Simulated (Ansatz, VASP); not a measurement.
# Two plane-wave programs on Ga

```
CELL_PARAMETERS angstrom
1.43040 -4.01006 0.00000
1.43040 4.01006 0.00000
0.00000 0.00000 3.12716
ATOMIC_POSITIONS crystal
Ga 0.13300 0.86700 0.75000
Ga 0.86700 0.13300 0.25000
```

Change from the starting cell: volume scaled by 0.96.

Alike in both runs: task single point; functional PBE; k mesh 10 × 10 × 8; occupations fermi-dirac, width 0.05 eV; no spin polarisation.

|  | VASP | Ansatz |
| --- | --- | --- |
| version | VASP 6.6.1 | Ansatz 0.2.0 |
| potentials or method | VASP PAW PBE potentials, release 64 (Ga_d) | Ansatz PAW |
| plane-wave cutoff (eV) | 520 | 420 |
| valence electrons in the cell | 26 | 26 |

|  | VASP | Ansatz | Ansatz less VASP |
| --- | --- | --- | --- |
| gap on the k mesh at the Fermi level (eV) | none | none | - |
| pressure (GPa) | 4.1 | 4.0 | -0.13 |
| largest component of the traceless stress (GPa) | 2.37 | 2.35 | -0.022 |
| rms of the force components (eV/Å) | 0.133 | 0.132 | -0.0008 |

Atom by atom the forces differ by 0.001 eV/Å (rms over components). A gap of «none» marks a metal or a gap that the smearing closes.
